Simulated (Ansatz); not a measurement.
input.yaml (Ansatz)

```yaml
crystal:
  lattice:
    - [1.8248598837, 0.0, 0.0]
    - [0.0, 1.8248598837, 0.0]
    - [0.0, 0.0, 1.8248598837]
  atoms:
    - { symbol: B, position: [0.0, 0.0, 0.0] }
hamiltonian:
  xc: pbesol
  pseudopotentials:
    kind: paw
    azcp:
      B: "pseudopotentials/B.paw.azcp"
basis:
  ecutwfc: 420
  fft_grid_basis: typed
kpoints:
  mp_grid: { grid: [19, 19, 19], shift: [0, 0, 0] }
magnetization:
  spin_polarized: false
scf:
  occupations: { method: fermi_dirac, width: 0.1 }
  lower_state_search: "off"
output:
  stress: true
  write_density: true
  write_potential: true
  elf: true
  volumetric_format: npy
```

and its output:

```
Warning: the record states the generating functional pbe (its physics header spells it `PBE`), which answers neither for hamiltonian.xc's functional nor for the pbesol family's — results may be inconsistent (PPs are generated against a specific XC)
Engine: ansatz 0.2.0, aarch64-unknown-linux-gnu
Pseudopotentials: kind: paw
Pseudopotential: B, paw, valence charge 3, recommended cutoff 420 eV (normal) 
Functional definition: PBEsol
  exchange = pbesol_x
  correlation = pbesol_c
Crystal: 1 atoms, lattice volume = 6.077 Å³
Basis set: ecut = 420 eV, 123 PW (Γ)
Bands: 6, of which v1, the nominal top of the filled ones, is band 2 counted from 1 (1 counted from 0)
Symmetry: 48 space group operations
Space group: Pm-3m (ITA 221), of the structure as read, at distance tolerance 1.8e-5 Å
k-points: 220 of 6859
Non-local potential: B, projectors of the file, l = 0: 2, l = 1: 2, l = 2: 1
PAW form: soft (Blöchl's): semilocal exchange-correlation on the pseudo side does not see the compensation charge
PAW frozen core: B, regenerated for the run's functional, and the local potential with it (the file was generated under x = pbe(κ = 0.804, μ = 0.2195149727645171), c = pbe(β = 0.06672455060314922))
PAW one-centre angular grid: B, 110 points (default); XC on 64 Gauss nodes
Initial density: superposition of atomic densities (neutral atoms: chi_scale 0, normalization atom), corrected by the library's trained network
Initial wavefunctions: pseudopotential atomic-orbital guess
Functional: x = pbesol(κ = 0.804, μ = 0.12345679012345678), c = pbesol(β = 0.046)
SCF iter   1: F=—  HF=-151.579251 eV  |F-HF|=—  |Δ(HF+E_count)|=         —  Δρ=3.74e-3  dr2=3.00e-4  ethr=1.77e-3  ⟨swp⟩=4.4  Hψ=9869  notcnv=0
SCF iter   2: F=—  HF=-151.579165 eV  |F-HF|=—  |Δ(HF+E_count)|=   8.61e-5  Δρ=1.90e-3  dr2=7.72e-5  ethr=1.00e-5  ⟨swp⟩=1.0  Hψ=3080  notcnv=0
SCF iter   3: F=—  HF=-151.579165 eV  |F-HF|=—  |Δ(HF+E_count)|=   8.00e-7  Δρ=1.72e-4  dr2=1.35e-6  ethr=2.57e-6  ⟨swp⟩=1.7  Hψ=1527  notcnv=0
SCF iter   4: F=—  HF=-151.579165 eV  |F-HF|=—  |Δ(HF+E_count)|=   4.86e-7  Δρ=7.55e-5  dr2=2.47e-7  ethr=4.51e-8  ⟨swp⟩=1.1  Hψ=1341  notcnv=0
iter 5 did not close the SCF: its close was put off for the readings that it lacked (scf_convergence_deferred on its scf_iter line)
SCF iter   5: F=-151.579165 eV  HF=-151.579165 eV  |F-HF|=1.84e-10  |Δ(HF+E_count)|=   8.21e-8  Δρ=3.53e-6  dr2=5.59e-10  ethr=8.23e-9  ⟨swp⟩=1.6  Hψ=1469  notcnv=0
SCF iter   6: F=-151.579165 eV  HF=-151.579165 eV  |F-HF|=5.91e-12  |Δ(HF+E_count)|=  1.45e-10  Δρ=7.00e-7  dr2=2.08e-11  ethr=1.86e-11  ⟨swp⟩=4.2  Hψ=4903  notcnv=0
SCF 1 converged in 6 iterations: F = -151.579165 eV  dr2 = 2.08e-11
SCF converged after 6 iterations
Free energy (F): -151.579165 eV
Harris-Foulkes:  -151.579165 eV  (|F-HF|=5.91e-12)
Internal energy: -151.570555 eV  (E = F + TS)
E sigma→0 (E₀):  -151.574860 eV
Entropy (-TS):   -0.008610 eV (-8.610 meV/atom)
Fermi energy:    11.798869 eV
--- Per-component energies (eV) ---
  E_band       = 16.536789
  E_kinetic    = 49.210777
  E_local      = -5.433537  (includes V_loc(G=0)·N_el)
  E_nonlocal   = 12.433909
  E_hartree    = 0.854921
  E_xc         = -32.447891
  E_vxc        = -38.704008  (∫ρ·V_xc dr)
  E_paw        = -75.454694  (= ΣΔE_a)
  E_vpaw       = -2.680184  (= ΣTr[D̂ρ^β])
  E_aug_tail   = -0.000003  (compensation charges beyond the density's cutoff)
  E_ewald      = -100.748749
  E_core_change = 0.014711  (= ΣΔE_core)
  E_smearing   = -0.008610  (= −TS)
  E_closure    = 0.000000  (closes the sum)
  Σ components = -151.579165   (vs F -151.579165, Δ=0.00e0)
--- Stress (GPa, compression-positive) ---
       23.708573       0.000000       0.000000
        0.000000      23.708573       0.000000
        0.000000       0.000000      23.708573
  P = ⅓ Tr σ = 23.7086 GPa (237.086 kbar)
--- Band table (eV; the first three rows and the last of 220) ---
  k-point 0: bands = ["-4.9562", "26.4950", "26.4950", "26.4950", "37.0666", "37.0666"]
  k-point 1: bands = ["-4.8571", "25.3930", "26.5818", "26.5818", "37.1840", "38.2916"]
  k-point 2: bands = ["-4.5600", "22.9687", "26.8390", "26.8390", "37.5354", "41.0300"]
  k-point 219: bands = ["15.1288", "15.4822", "15.4822", "28.6780", "29.1856", "29.1856"]
```

Command:

```sh
ansatz run input.yaml --threads 2 --pin off --max-ram 5120MiB --backend cpu --events-out ev --progress --plain --runs-dir out
```

On 2 threads of Arm Neoverse V2 (shared host) this took about 0.65 s of wall time and 1.1 s of CPU time.
